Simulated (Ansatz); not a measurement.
# Copper, hcp under RPBE: ground state and equation of state, part 1 of 2

The plan for copper in the hcp structure: relax it, solve it on a dense k-mesh, then scale the cell to 7 volumes from 88 to 112 % of the relaxed one and try a fit of the equation of state. Spin polarisation is left out. The k-meshes are 14×14×8 for the relaxation; 23×23×12 for the dense run; 16×16×8 for the volumes.

This is Cu in the hcp structure; at room conditions it is fcc.

Program: Ansatz 0.2.0. Level of theory: DFT RPBE, plane waves (420 eV) with PAW, scalar-relativistic; PAW files made under PBE, frozen cores solved again for the functional. These are calculated values, not measurements.

## (1) The structure to begin with

It takes space group P6_3/mmc (No. 194, hexagonal). Conventional cell: a = 2.556 Å, b = 2.556 Å, c = 4.174 Å, α = 90.00°, β = 90.00°, γ = 120.00°. Around Cu (site symmetry -6m2) lie 12 Cu at 2.56 Å.

Structure file:

```
CELL_PARAMETERS angstrom
2.55616 0.00000 0.00000
-1.27808 2.21370 0.00000
0.00000 0.00000 4.17421
ATOMIC_POSITIONS crystal
Cu 0.33333 0.66667 0.25000
Cu 0.66667 0.33333 0.75000
```

## (2) Geometry optimisation

Input file input.yaml:

```yaml
crystal:
  lattice:
    - [2.5561591618, 0.0, 0.0]
    - [-1.2780795809, 2.2136987702, 0.0]
    - [0.0, 0.0, 4.1742079112]
  atoms:
    - { symbol: Cu, position: [0.3333333333, 0.6666666667, 0.25] }
    - { symbol: Cu, position: [0.6666666667, 0.3333333333, 0.75] }
hamiltonian:
  xc: rpbe
  pseudopotentials:
    kind: paw
    azcp:
      Cu: "pseudopotentials/Cu.paw.azcp"
basis:
  ecutwfc: 420
  fft_grid_basis: typed
kpoints:
  mp_grid: { grid: [14, 14, 8], shift: [0, 0, 0] }
magnetization:
  spin_polarized: false
scf:
  occupations: { method: fermi_dirac, width: 0.1 }
relax:
  max_steps: 60
  f_tol: 0.01
  cell: {}
```

Standard output, shortened:

```text
Warning: RAYON_NUM_THREADS=2 ignored (pool sized by the plan → 2); use --threads N
[...]
Pseudopotentials: kind: paw
Pseudopotential: Cu, paw, valence charge 19, recommended cutoff 420 eV (normal), <dir>
Functional definition: RPBE
[...]
Crystal: 2 atoms, lattice volume = 23.620 Å³
Basis set: ecut = 420 eV, 463 PW (Γ), exchange–correlation on 36×36×60 points (8 copies of the dense FFT grid, shifted against one another)
Bands: 23, of which v1, the nominal top of the filled ones, is band 19 counted from 1 (18 counted from 0)
Symmetry: 24 space group operations
Space group: P63/mmc (ITA 194), of the structure as read, at distance tolerance 2.9e-5 Å
k-points: 120 of 1568
[...]
SCF iter   1: F=—  HF=-13260.701494 eV  |F-HF|=—  |Δ(HF+E_count)|=         —  Δρ=9.04e-3  dr2=9.54e-3  ethr=1.77e-3  ⟨swp⟩=4.8  Hψ=10093  notcnv=0
[...]
relax step   1: F+E_penalty+E_count = -13260.69980266 eV  Δ(F+E_penalty+E_count) = +0.000e0 eV  max|allowed force component| = 1.850e-17 eV/Å  Δτ_max = 0.0000 Å  P = +6.974 GPa  Ω = 23.620 Å³  (6 SCF iters, dr2 threshold 1.00e-7 eV, accepted)
[...]
relax step   6: F+E_penalty+E_count = -13260.72505277 eV  Δ(F+E_penalty+E_count) = -1.283e-5 eV  max|allowed force component| = 6.939e-18 eV/Å  Δτ_max = 0.0000 Å  P = -0.002 GPa  Ω = 24.838 Å³  energy of the carried Pulay correction = +1.049e-5 eV  (6 SCF iters, dr2 threshold 1.12e-8 eV, accepted)
[...]
relax step   7: F+E_penalty+E_count = -13260.72504831 eV  Δ(F+E_penalty+E_count) = +4.455e-6 eV  max|allowed force component| = 4.626e-18 eV/Å  Δτ_max = 0.0000 Å  P = -0.002 GPa  Ω = 24.838 Å³  stress off target by 8.39e-3 GPa  SCF on the basis re-selected at this cell (its energy is not [...]
SCF converged after 7 iterations
Free energy (F): -13260.725048 eV
[...]
E sigma→0 (E₀):  -13260.711651 eV
Entropy (-TS):   -0.026794 eV (-13.397 meV/atom)
Fermi energy:    15.812061 eV
[...]
--- Forces (eV/Å), atoms counted from 1 ---
  atom   1  Cu    -0.00000000     0.00000000     0.00000000
  atom   2  Cu     0.00000000    -0.00000000     0.00000000
[...]
--- Stress (GPa, compression-positive) ---
       -0.006772      -0.000000      -0.000000
       -0.000000      -0.006772       0.000000
       -0.000000       0.000000       0.008394
  P = ⅓ Tr σ = -0.0017 GPa (-0.017 kbar)
--- Relaxed structure (5 steps of the walk, 5 accepted, 2 SCFs on fresh bases) ---
  F+E_penalty+E_count = -13260.72504831 eV   max|allowed force component| = 4.626e-18 eV/Å   (the final SCF, on the basis selected at the relaxed cell)
  cell:  # Å, volume = 24.8375 Å³
    - [2.5971812541771113, -6.863224494839115e-34, 1.7158061237097789e-34]
    - [-1.2985906270885557, 2.249224944350108, 1.4188157465094466e-18]
    - [2.801911400027283e-34, 2.6753558312871968e-18, 4.251803612613251]
  atoms:
    - { symbol: Cu, position: [0.3333333333333333, 0.6666666666666666, 0.25] }
    - { symbol: Cu, position: [0.6666666666666665, 0.3333333333333333, 0.7500000000000001] }
```

It took 11 s on 2 threads of Arm Neoverse V1, shared host; peak memory 0.34 GiB.

Step by step:

```csv
step,energy change (meV/atom),largest force (eV/Å),pressure (GPa),volume (Å³/atom)
1,0.00,0.0000,6.97,11.810
2,-9.06,0.0000,3.43,12.100
3,-12.15,0.0000,0.31,12.395
4,-12.15,0.0000,0.02,12.425
5,-12.62,0.0000,-0.06,12.425
6,-12.63,0.0000,0.00,12.419
7,-12.62,0.0000,0.00,12.419
```

Steps that repeat a cell are solved on a basis chosen anew, so their changes of energy are no gain of the relaxation.

Changes in the cell that was computed:

|  | before | after | change |
| --- | --- | --- | --- |
| a (Å) | 2.556 | 2.597 | +1.6 % |
| b (Å) | 2.556 | 2.597 | +1.6 % |
| c (Å) | 4.174 | 4.252 | +1.9 % |
| volume (Å³/atom) | 11.810 | 12.419 | +5.2 % |
| shortest distance (Å) | 2.556 | 2.597 | +1.6 % |
| space group (spins left aside) | P6_3/mmc | P6_3/mmc | same |

## (3) Single point on a dense mesh

Input file input.yaml:

```yaml
crystal:
  lattice:
    - [2.5971812542, 0.0, 0.0]
    - [-1.2985906271, 2.2492249444, 0.0]
    - [0.0, 0.0, 4.2518036126]
  atoms:
    - { symbol: Cu, position: [0.3333333333, 0.6666666667, 0.25] }
    - { symbol: Cu, position: [0.6666666667, 0.3333333333, 0.75] }
hamiltonian:
  xc: rpbe
  pseudopotentials:
    kind: paw
    azcp:
      Cu: "pseudopotentials/Cu.paw.azcp"
basis:
  ecutwfc: 420
  fft_grid_basis: typed
kpoints:
  mp_grid: { grid: [23, 23, 12], shift: [0, 0, 0] }
magnetization:
  spin_polarized: false
scf:
  occupations: { method: fermi_dirac, width: 0.1 }
output:
  write_density: true
  write_potential: true
  elf: true
  volumetric_format: npy
```

Standard output:

```text
Warning: RAYON_NUM_THREADS=2 ignored (pool sized by the plan → 2); use --threads N
Engine: ansatz 0.2.0, aarch64-unknown-linux-gnu
[... 3 set-up lines as earlier in the session ...]
  parameter kappa = 0.804
  parameter beta = 0.06672455060314922
  exchange = rpbe_x(kappa = kappa, mu = beta*pi^2/3)
  correlation = pbe_c(beta = beta)
Crystal: 2 atoms, lattice volume = 24.838 Å³
Basis set: ecut = 420 eV, 525 PW (Γ)
Bands: 23, of which v1, the nominal top of the filled ones, is band 19 counted from 1 (18 counted from 0)
[... 2 set-up lines as earlier in the session ...]
k-points: 392 of 6348
Non-local potential: Cu, projectors of the file, l = 0: 3, l = 1: 2, l = 2: 3, l = 3: 1
PAW form: soft (Blöchl's): semilocal exchange-correlation on the pseudo side does not see the compensation charge
PAW frozen core: Cu, regenerated for the run's functional, and the local potential with it (the file was generated under x = pbe(κ = 0.804, μ = 0.2195149727645171), c = pbe(β = 0.06672455060314922))
PAW one-centre angular grid: Cu, 590 points (default); XC on 64 Gauss nodes
Initial density: superposition of atomic densities (neutral atoms: chi_scale 0, normalization atom), corrected by the library's trained network
Initial wavefunctions: pseudopotential atomic-orbital guess
Functional: x = rpbe, c = pbe(β = 0.06672455060314922)
SCF iter   1: F=—  HF=-13260.730564 eV  |F-HF|=—  |Δ(HF+E_count)|=         —  Δρ=8.89e-3  dr2=9.77e-3  ethr=1.77e-3  ⟨swp⟩=4.6  Hψ=32875  notcnv=0
preconditioner: auto → none  [metal: Δε(μ)=0.000 eV  Ē_g=10.459 eV  σ=0.100 eV  W_gap=0.00  n_scr=8 (ndim 8)  ℏωp=34.9 eV  f_vac=0.000  D(μ)=0.69/eV (n_scr^D=2)  sad-step TF]
SCF iter   2: F=—  HF=-13260.728924 eV  |F-HF|=—  |Δ(HF+E_count)|=   1.64e-3  Δρ=2.29e-3  dr2=6.60e-4  ethr=2.57e-5  ⟨swp⟩=2.6  Hψ=16994  notcnv=0
SCF iter   3: F=—  HF=-13260.728910 eV  |F-HF|=—  |Δ(HF+E_count)|=   1.45e-5  Δρ=6.63e-4  dr2=4.96e-5  ethr=1.74e-6  ⟨swp⟩=1.0  Hψ=9060  notcnv=0
SCF iter   4: F=—  HF=-13260.728912 eV  |F-HF|=—  |Δ(HF+E_count)|=   2.24e-6  Δρ=4.13e-5  dr2=1.20e-7  ethr=1.31e-7  ⟨swp⟩=2.6  Hψ=12773  notcnv=0
iter 5 did not close the SCF: its close was put off for the readings that it lacked (scf_convergence_deferred on its scf_iter line)
SCF iter   5: F=-13260.728912 eV  HF=-13260.728912 eV  |F-HF|=5.28e-10  |Δ(HF+E_count)|=   3.54e-7  Δρ=5.73e-6  dr2=5.30e-9  ethr=3.15e-10  ⟨swp⟩=2.1  Hψ=15617  notcnv=0
SCF iter   6: F=-13260.728912 eV  HF=-13260.728912 eV  |F-HF|=9.09e-12  |Δ(HF+E_count)|=   2.28e-9  Δρ=4.34e-7  dr2=2.80e-11  ethr=1.39e-11  ⟨swp⟩=1.5  Hψ=24509  notcnv=0
SCF 1 converged in 6 iterations: F = -13260.728912 eV  dr2 = 2.80e-11
SCF converged after 6 iterations
Free energy (F): -13260.728912 eV
Harris-Foulkes:  -13260.728912 eV  (|F-HF|=9.09e-12)
Internal energy: -13260.706418 eV  (E = F + TS)
E sigma→0 (E₀):  -13260.717665 eV
Entropy (-TS):   -0.022495 eV (-11.247 meV/atom)
Fermi energy:    15.867705 eV
--- Per-component energies (eV) ---
  E_band       = -749.173080
  E_kinetic    = 598.264233
  E_local      = -8287.124578  (includes V_loc(G=0)·N_el)
  E_nonlocal   = 780.399947
  E_hartree    = 3647.320512
  E_xc         = -178.371299
  E_vxc        = -229.774496  (∫ρ·V_xc dr)
  E_paw        = -3337.921507  (= ΣΔE_a)
  E_vpaw       = -905.579946  (= ΣTr[D̂ρ^β])
  E_aug_tail   = 0.000577  (compensation charges beyond the density's cutoff)
  E_ewald      = -6483.189780
  E_core_change = -0.084522  (= ΣΔE_core)
  E_smearing   = -0.022495  (= −TS)
  E_closure    = 0.000000  (closes the sum)
  Σ components = -13260.728912   (vs F -13260.728912, Δ=0.00e0)
--- Band table (eV; the first three rows and the last of 392) ---
  k-point 0: bands = ["-96.7335", "-96.7230", "-54.0629", "-53.9948", "-53.9948", "-53.9817", "-53.9817", "-53.9760", "6.8431", "11.0528", "13.0035", "13.0652", "13.0652", "13.2562", "13.2562", "13.5311", "13.5311", "14.2205", "14.2205", "14.9324", "19.3571", "36.7824", "36.8539"]
  k-point 1: bands = ["-96.7333", "-96.7231", "-54.0614", "-53.9946", "-53.9946", "-53.9819", "-53.9819", "-53.9774", "6.9041", "11.0142", "12.9921", "13.0538", "13.0538", "13.2448", "13.2448", "13.5578", "13.5578", "14.2172", "14.2172", "14.6240", "19.8230", "36.7924", "36.9164"]
  k-point 2: bands = ["-96.7328", "-96.7236", "-54.0570", "-53.9939", "-53.9939", "-53.9826", "-53.9826", "-53.9818", "7.0859", "10.8775", "12.9596", "13.0290", "13.0290", "13.2132", "13.2132", "13.6273", "13.6273", "13.9855", "14.2059", "14.2059", "20.9535", "36.1399", "36.8330"]
  k-point 391: bands = ["-96.7202", "-96.7202", "-54.0510", "-54.0510", "-54.0347", "-54.0347", "-53.9958", "-53.9958", "12.1246", "12.1246", "12.3461", "12.3461", "12.7698", "12.7698", "13.5269", "13.5269", "14.2506", "14.2506", "19.6015", "19.6015", "21.2564", "21.2564", "22.6043"]
```

Run time: 5.6 s. Hardware: 2 threads of Arm Neoverse V1, shared host; peak memory 0.43 GiB.

Density in a lattice plane of the grid's cell (edges 2.60 and 4.25 Å, at 0.333 of the third edge), which holds Cu.

Values in e/Å³, 12 rows by 8 columns:
```
 0.27  0.20  0.21  0.34  0.92  1.81  1.53  0.65
 0.49  0.25  0.28  0.89  6.33 19.60 14.69  3.38
 0.70  0.28  0.32  1.41 14.27 50.98 36.86  6.86
 0.49  0.25  0.28  0.89  6.33 19.60 14.69  3.38
 0.27  0.20  0.21  0.34  0.92  1.81  1.53  0.65
 0.21  0.20  0.20  0.22  0.26  0.29  0.28  0.25
 0.27  0.32  0.32  0.26  0.22  0.20  0.20  0.23
 0.48  0.87  0.84  0.45  0.26  0.21  0.21  0.28
 0.68  1.40  1.35  0.61  0.29  0.22  0.23  0.32
 0.48  0.87  0.84  0.45  0.26  0.21  0.21  0.28
 0.27  0.32  0.32  0.26  0.22  0.20  0.20  0.23
 0.21  0.20  0.20  0.22  0.26  0.29  0.28  0.25
```
Columns run along the first of these edges and rows up along the second, over one cell in 8 and 12 even steps from the bottom left corner. Atoms in the plane (fractional): Cu at (0.67, 0.75).

ELF in the same plane.

Ten even steps from ' ' (0.16) to '@' (0.87):
```
  ......                    
    ....          ....      
    ..        ..::==--::..  
            ..--**%%##++::  
            ..==##@@@@**::  
            ..--**%%##++::  
    ..        ..::==--::..  
    ....          ....      
  ......                    
....    ....                
            ................
              ............  
                ........    
                ........    
                ........    
                ........    
                ........    
              ............  
            ................
....    ....                
```
Columns run along the first of these edges and rows up along the second, over one cell in 14 and 20 even steps from the bottom left corner. Atoms in the plane (fractional): Cu at (0.67, 0.75).

Both are smooth fields of the valence electrons: close to the nuclei they are not physical.

## (4) Equation of state: 88 %

Input file input.yaml:

```yaml
crystal:
  lattice:
    - [2.4888371667, 0.0, 0.0]
    - [-1.2444185834, 2.1553962123, 0.0]
    - [0.0, 0.0, 4.0744352516]
  atoms:
    - { symbol: Cu, position: [0.3333333333, 0.6666666667, 0.25] }
    - { symbol: Cu, position: [0.6666666667, 0.3333333333, 0.75] }
hamiltonian:
  xc: rpbe
  pseudopotentials:
    kind: paw
    azcp:
      Cu: "pseudopotentials/Cu.paw.azcp"
basis:
  ecutwfc: 420
  fft_grid_basis: typed
kpoints:
  mp_grid: { grid: [16, 16, 8], shift: [0, 0, 0] }
magnetization:
  spin_polarized: false
scf:
  occupations: { method: fermi_dirac, width: 0.1 }
  lower_state_search: "off"
output:
  stress: true
```

Standard output, shortened:

```text
Warning: RAYON_NUM_THREADS=2 ignored (pool sized by the plan → 2); use --threads N
[...]
[... 3 set-up lines as earlier in the session ...]
[...]
Crystal: 2 atoms, lattice volume = 21.857 Å³
Basis set: ecut = 420 eV, 391 PW (Γ)
Bands: 23, of which v1, the nominal top of the filled ones, is band 19 counted from 1 (18 counted from 0)
[... 1 set-up line as earlier in the session ...]
Space group: P63/mmc (ITA 194), of the structure as read, at distance tolerance 2.8e-5 Å
k-points: 150 of 2048
[...]
SCF iter   1: F=—  HF=-13260.551309 eV  |F-HF|=—  |Δ(HF+E_count)|=         —  Δρ=8.61e-3  dr2=7.82e-3  ethr=1.77e-3  ⟨swp⟩=5.2  Hψ=12813  notcnv=0
[...]
SCF iter   6: F=-13260.549874 eV  HF=-13260.549874 eV  |F-HF|=9.09e-12  |Δ(HF+E_count)|=  7.86e-10  Δρ=5.68e-7  dr2=2.74e-11  ethr=5.09e-12  ⟨swp⟩=1.8  Hψ=10532  notcnv=0
[...]
SCF converged after 6 iterations
Free energy (F): -13260.549874 eV
[...]
E sigma→0 (E₀):  -13260.536952 eV
Entropy (-TS):   -0.025844 eV (-12.922 meV/atom)
Fermi energy:    18.613842 eV
[...]
--- Stress (GPa, compression-positive) ---
       21.642655       0.000000       0.000000
        0.000000      21.642655       0.000000
        0.000000       0.000000      21.422348
  P = ⅓ Tr σ = 21.5692 GPa (215.692 kbar)
```

Run time: 1.9 s. Hardware: 2 threads of Arm Neoverse V1, shared host; peak memory 0.33 GiB.

(Continued in part 2 of 2.)
